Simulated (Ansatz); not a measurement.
**TiCo: single point with PBE**

TiCo:

```
CELL_PARAMETERS angstrom
2.98611 0.00000 0.00000
0.00000 2.98611 0.00000
0.00000 0.00000 2.98611
ATOMIC_POSITIONS crystal
Co 0.50000 0.50000 0.50000
Ti 0.00000 0.00000 0.00000
```

The cell comes from a database or a generator and needn't be the stable form of this composition.

```
Program             : Ansatz 0.2.0
Task                : single point
Functional          : PBE
Potentials or basis : Ansatz PAW
Cutoff              : 420 eV (not typed: the program's choice for these potentials)
k mesh              : 9 × 9 × 9
Occupations         : fermi-dirac, width 0.05 eV
Spin                : collinear spin, random start
Starting moments    : [-0.12, 1.09] μB
```

| Property | Result |
| --- | --- |
| Pressure | -0.5 GPa |
| Band gap on the k mesh | none (metal or under the smearing width) |
| Net moment | -0.82 μB per cell |
| Absolute moment | 1.05 μB per cell |
| Site moments | Co -0.92; Ti +0.03 μB |

Levels at points of the mesh, in eV from the Fermi level:
Spin up:
```tsv
k point	band 11	band 12	band 13	band 14	band 15	band 16	band 17	band 18
(0.00, 0.00, 0.00)	-3.56	-1.35	-1.35	-1.35	1.02	1.02	2.76	2.76
```
Spin down:
```tsv
k point	band 12	band 13	band 14	band 15	band 16	band 17	band 18	band 19
(0.00, 0.00, 0.00)	-1.89	-1.89	-1.89	0.48	0.48	2.67	2.67	2.67
```

Run time: 1.7 s on 2 threads of Arm Neoverse V2 (shared host), peak memory 0.33 GiB.
